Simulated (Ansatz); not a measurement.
This is a one-shot G0W0 calculation with Ansatz 0.2.0 on BP in the zincblende structure; the level of theory is G0W0@PBE with 37 empty bands, a screening cutoff of 80 eV and a 10×10×10 mesh. The geometry is the r2SCAN minimum.

input.yaml:
```yaml
crystal:
  lattice:
    - [0.0, 2.2683156689, 2.2683156689]
    - [2.2683156689, 0.0, 2.2683156689]
    - [2.2683156689, 2.2683156689, 0.0]
  atoms:
    - { symbol: B, position: [0.0, 0.0, 0.0] }
    - { symbol: P, position: [0.25, 0.25, 0.25] }
kpoints:
  mp_grid: { grid: [10, 10, 10] }
hamiltonian:
  xc: pbe
scf:
  occupations: { method: fixed }
gw:
  n_empty_bands: 37
  ecut_chi: 80
  qp_bands: [v2, c2]
  qp_kpoints: band_edges
  screening: { model: contour_deformation }
```

Q: It ran on 1 × NVIDIA H100 80GB HBM3 with 2 threads of AMD EPYC 7R13 Processor (Zen 3), with other jobs on the host. About how long did it take, and what peak of host memory did it reach?

A: About 12 min, with a peak of 1.2 GiB.

Output, abridged:
```
Functional definition: PBE
Crystal: 2 atoms, lattice volume = 23.342 Å³
Basis set: ecut = 420 eV, 459 PW (Γ)
Bands: 8, of which v1, the nominal top of the filled ones, is band 4 counted from 1 (3 counted from 0)
Symmetry: 24 space group operations
Space group: F-43m (ITA 216)
k-points: 47 of 1000 (time reversal used)
SCF converged after 6 iterations
Free energy (F): -912.446271 eV
Fermi energy:    9.276688 eV
--- G₀W₀: contour deformation, 6 samples at zero and on the imaginary axis and 2 off it, 1000 q-points, 37 empty bands' worth ---
    ik  band        ε_KS         Σx   Σc(E_QP)       V_xc       Z   E_QP_lin       E_QP  E_QP is
     0     3      9.2767   -16.3076     1.3705   -14.8000  0.7936     9.1395     9.1396  root
     0     4      9.2767   -16.3076     1.3705   -14.8000  0.7936     9.1395     9.1396  root
     0     5     12.6820    -8.7319    -4.2009   -13.5927  0.7919    13.3455    13.3419  root
     0     6     12.6820    -8.7319    -4.2009   -13.5927  0.7919    13.3455    13.3419  root
     1     3      8.9824   -16.2873     1.4342   -14.7001  0.7922     8.8292     8.8293  root
     1     4      8.9824   -16.2873     1.4342   -14.7001  0.7922     8.8292     8.8293  root
     1     5     13.0890    -8.6939    -4.3265   -13.6989  0.7891    13.7716    13.7675  root
     1     6     13.0890    -8.6939    -4.3265   -13.6989  0.7891    13.7716    13.7675  root
     2     3      8.4235   -16.4412     1.6492   -14.5971  0.7891     8.2284     8.2287  root
     2     4      8.4235   -16.4412     1.6492   -14.5971  0.7891     8.2284     8.2287  root
     2     5     13.3122    -8.8681    -4.4356   -13.9440  0.7891    13.9565    13.9527  root
     2     6     13.8062    -8.3479    -4.6259   -13.6824  0.7838    14.5202    14.5148  root
     3     3      7.9343   -16.6823     1.8798   -14.5667  0.7859     7.6981     7.6985  root
     3     4      7.9343   -16.6823     1.8798   -14.5667  0.7859     7.6981     7.6985  root
     3     5     13.2186    -8.9767    -4.4809   -14.0790  0.7896    13.8436    13.8399  root
     3     6     14.1327    -7.7769    -4.7781   -13.2522  0.7834    14.8355    14.8299  root
     4     3      7.6238   -16.8668     2.0345   -14.5704  0.7837     7.3613     7.3618  root
     4     4      7.6238   -16.8668     2.0345   -14.5704  0.7837     7.3613     7.3618  root
     4     5     13.1032    -9.0661    -4.4867   -14.1644  0.7902    13.7183    13.7148  root
     4     6     14.0619    -7.3694    -4.7661   -12.8027  0.7867    14.7342    14.7291  root
     5     3      7.5190   -16.9340     2.0877   -14.5755  0.7830     7.2476     7.2482  root
     5     4      7.5190   -16.9340     2.0877   -14.5755  0.7830     7.2476     7.2482  root
     5     5     13.0585    -9.0995    -4.4865   -14.1948  0.7904    13.6708    13.6673  root
     5     6     13.9864    -7.2453    -4.7460   -12.6461  0.7883    14.6460    14.6412  root
     6     3      8.4342   -16.1966     1.5600   -14.4491  0.7896     8.2466     8.2469  root
     6     4      8.4885   -16.8685     1.6989   -14.9693  0.7880     8.2879     8.2883  root
     6     5     12.2500    -8.4955    -4.1103   -13.2204  0.7952    12.8675    12.8646  root
     6     6     13.7885    -8.7479    -4.4984   -13.9547  0.7843    14.5019    14.4969  root
    12     3      6.5551   -16.8465     2.3356   -14.1847  0.7752     6.2279     6.2289  root
    12     4      7.9373   -16.7975     1.9169   -14.6407  0.7857     7.6970     7.6974  root
    12     5     13.5917    -8.3367    -4.6193   -13.6116  0.7878    14.2516    14.2472  root
    12     6     14.2336    -7.5022    -4.9180   -13.1181  0.7807    14.9374    14.9315  root
    13     3      6.8845   -16.5703     2.1504   -14.1196  0.7785     6.5834     6.5842  root
    13     4      8.5274   -16.6455     1.6865   -14.7649  0.7892     8.3332     8.3335  root
    13     5     13.7496    -8.4654    -4.6014   -13.7506  0.7861    14.4383    14.4334  root
    13     6     13.7902    -8.0003    -4.7726   -13.4846  0.7821    14.5076    14.5020  root
  […]
```

The points are ik 0 = (0, 0, 0) (Γ), ik 1 = (0, 0, 0.100), ik 2 = (0, 0, 0.200), ik 3 = (0, 0, 0.300), ik 4 = (0, 0, 0.400), ik 5 = (0, 0, -1/2), ik 6 = (0, 0.100, 0.100), ik 12 = (0, 0.100, -0.300), ik 13 = (0, 0.100, -0.200), ik 14 = (0, 0.100, -0.100), ik 15 = (0, 0.200, 0.200), ik 22 = (0, 0.300, 0.300); band 4 is the last filled one.

The quasiparticle gap on this mesh is 1.78 eV (Γ to k = (0, 0.400, 0.400)), against 1.24 eV from PBE: +0.54 eV. Renormalisation factors Z lie between 0.74 and 0.81. No extrapolation in bands, cutoff or mesh was made for G0W0.

Spin-unpolarised throughout; all numbers are computed.
